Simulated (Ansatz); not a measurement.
Method: DFT PBE, scalar-relativistic, plane waves, PAW in Ansatz. All cells share a 420 eV cutoff and Γ-centred k meshes spaced at most about 0.3 Å⁻¹ (about 0.25 or finer for metals, 2π included). No spin polarisation in the final relaxations.

All energies are static (0 K, no zero-point motion).

Compare these two cells of MgSiN, each relaxed at this level.

A.

```yaml
crystal:
  lattice:
    - [2.72960, 0.00000, 0.00000]
    - [0.00000, 2.72960, 0.00000]
    - [0.00000, 0.00000, 6.01361]
  atoms:
    - { symbol: Mg, position: [0.50000, 0.50000, 0.50000] }
    - { symbol: Si, position: [0.50000, 0.50000, 0.00000] }
    - { symbol: N, position: [0.00000, 0.00000, 0.00000] }
```

B.

```yaml
crystal:
  lattice:
    - [3.42487, 0.00000, 0.00000]
    - [0.00000, 3.42487, 0.00000]
    - [0.00000, 0.00000, 7.61691]
  atoms:
    - { symbol: Mg, position: [0.50000, 0.00000, 0.15759] }
    - { symbol: Mg, position: [0.00000, 0.50000, 0.84241] }
    - { symbol: Si, position: [0.50000, 0.00000, 0.53362] }
    - { symbol: Si, position: [0.00000, 0.50000, 0.46638] }
    - { symbol: N, position: [0.50000, 0.50000, 0.00000] }
    - { symbol: N, position: [0.00000, 0.00000, 0.00000] }
```

Task: Which is lower in energy, and by how much?

Result: A is lower, by 119 meV/atom. A has space group P4/mmm (No. 123), 14.9 Å³/atom and no gap on its mesh; B has space group P4/nmm (No. 129), 14.9 Å³/atom and no gap. The shortest distance is 1.93 Å (Si–N) in A and 2.09 Å (Mg–N) in B. B holds Si–Si nets (shortest 2.48 Å); in A the shortest Si–Si distance is 2.73 Å, near bonding range too. Even the lower one lies +0.40 eV/atom against the reference forms of the elements (uncorrected), so neither is stable at this level. In A, Mg is surrounded by 4 Mg at 2.73 Å and 2 Si at 3.01 Å; Si is surrounded by 4 N at 1.93 Å, 4 Si at 2.73 Å and 2 Mg at 3.01 Å; around N lie 4 Si at 1.93 Å. In B, Mg is surrounded by 4 N at 2.09 Å and 1 Si at 2.86 Å; Si is surrounded by 4 Si at 2.48 Å and 1 Mg at 2.86 Å; N has 4 Mg at 2.09 Å and 4 N at 2.42 Å. Both come from invented guesses. A third cell relaxed alike, in P4/mmm, lies 0.63 eV/atom below the lower of the two.

In P4/mmm an odd number of electrons in the primitive cell allows no gap without spin; a larger cell or a magnetic state could open one. Cells relaxed within their symmetry can be saddle points.

A's advantage most likely comes from its Si–N contacts. B divides into Mg–N layers and silicon nets and so forgoes the strong polar covalent bond between silicon and nitrogen, while A keeps it at the cost of separating Mg from N. The equal volumes per atom suggest that bonding, not packing density, decides the order.

Neither arrangement suits all three elements. The Si–N distance in A is long for a single bond, and silicon in a flat square of nitrogen lacks the tetrahedral surroundings it prefers in nitrides. In B the Mg–N distance is ordinary, but the Si–Si contacts are somewhat stretched. B's missing gap isn't forced by its even electron count and probably reflects delocalised states in the silicon net.

The third cell falls below the elements, so the positive energy of A reflects its structure and not an inability of this composition to bind. Whether any MgSiN phase would survive decomposition into the known nitrides, such as MgSiN₂, together with silicon or magnesium silicide remains open.
